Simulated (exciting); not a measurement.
Consider KTaO3, space group Pm-3m.

```xyz
5
Lattice="3.9883 0.0000 0.0000 0.0000 3.9883 0.0000 0.0000 0.0000 3.9883" Properties=species:S:1:pos:R:3 pbc="T T T"
Ta    0.0000    0.0000    0.0000
K     1.9942    1.9942    1.9942
O     0.0000    0.0000    1.9942
O     0.0000    1.9942    0.0000
O     1.9942    0.0000    0.0000
```

Absorber: atom 3, with 2 Ta at 1.99 Å (linear, site symmetry 4/mmm). Method: exciting, all-electron LAPW+lo, PBEsol, exchange and screened direct term (singlet BSE), 4×4×4 shifted k points, 34 conduction bands, |G+q| up to 3 bohr⁻¹, full RPA screening with nempty = 58, Lorentzian half width 0.45 eV.

What does the O K spectrum look like, and is there a bound core exciton?

Bound core exciton? Undecided on this mesh: the first bright state (over 5 % of the brightest) lies at -0.11 eV from the Kohn–Sham onset and at -0.30 eV from the lowest bare transition of its own mesh; weaker or dark states reach down to -0.32 eV. Maxima (height): 0.0 eV (0.78), 1.1 eV (1.00), 6.9 eV (0.97), 11.9 eV (0.49), 18.5 eV (0.34) and 19.9 eV (0.40).

Energy from the Kohn–Sham onset, core level to the lowest empty state found on the meshes used; Im ε in relative units:

| E (eV) | Im ε |
| --- | --- |
| -4.0 | 0.02 |
| -3.5 | 0.03 |
| -3.0 | 0.04 |
| -2.5 | 0.05 |
| -2.0 | 0.07 |
| -1.5 | 0.10 |
| -1.0 | 0.18 |
| -0.5 | 0.41 |
| 0.0 | 0.77 |
| 0.5 | 0.70 |
| 1.0 | 0.96 |
| 1.5 | 0.80 |
| 2.0 | 0.39 |
| 2.5 | 0.26 |
| 3.0 | 0.21 |
| 3.5 | 0.22 |
| 4.0 | 0.35 |
| 4.5 | 0.66 |
| 5.0 | 0.68 |
| 5.5 | 0.73 |
| 6.0 | 0.89 |
| 6.5 | 0.95 |
| 7.0 | 0.97 |
| 7.5 | 0.85 |
| 8.0 | 0.74 |
| 8.5 | 0.54 |
| 9.0 | 0.42 |
| 9.5 | 0.38 |
| 10.0 | 0.35 |
| 10.5 | 0.43 |
| 11.0 | 0.44 |
| 11.5 | 0.46 |
| 12.0 | 0.48 |
| 12.5 | 0.39 |
| 13.0 | 0.33 |
| 13.5 | 0.26 |
| 14.0 | 0.19 |
| 14.5 | 0.14 |
| 15.0 | 0.12 |
| 15.5 | 0.12 |
| 16.0 | 0.13 |
| 16.5 | 0.14 |
| 17.0 | 0.17 |
| 17.5 | 0.20 |
| 18.0 | 0.27 |
| 18.5 | 0.34 |
| 19.0 | 0.32 |
| 19.5 | 0.34 |
| 20.0 | 0.40 |
| 20.5 | 0.29 |
| 21.0 | 0.23 |
| 21.5 | 0.19 |
| 22.0 | 0.15 |
| 22.5 | 0.13 |
| 23.0 | 0.12 |
| 23.5 | 0.10 |
| 24.0 | 0.08 |
| 24.5 | 0.06 |
| 25.0 | 0.07 |
| 25.5 | 0.09 |

A mesh of 64 points doesn't converge binding energies, and fine structure above the first lines is partly noise of the mesh. Exchange and the short-range direct term aren't converged in the kernel cutoff. The zero comes from the unshifted 4×4×4 ground-state mesh; it is exact only where the band minimum lies on that mesh. The structure is a published determination, not relaxed.

[Banner, clock and machine lines of the logs are left out without a mark of their own.]

[Logs are printed without paths, hosts, clocks, repeated set-up lines and the standing remarks that a program may print on its own settings, such as how far it seeks lower states.]

[Hosts, paths, dates, database ids (printed as entryN), source tags and the programs' standing remarks are cut or masked in the printed files.]
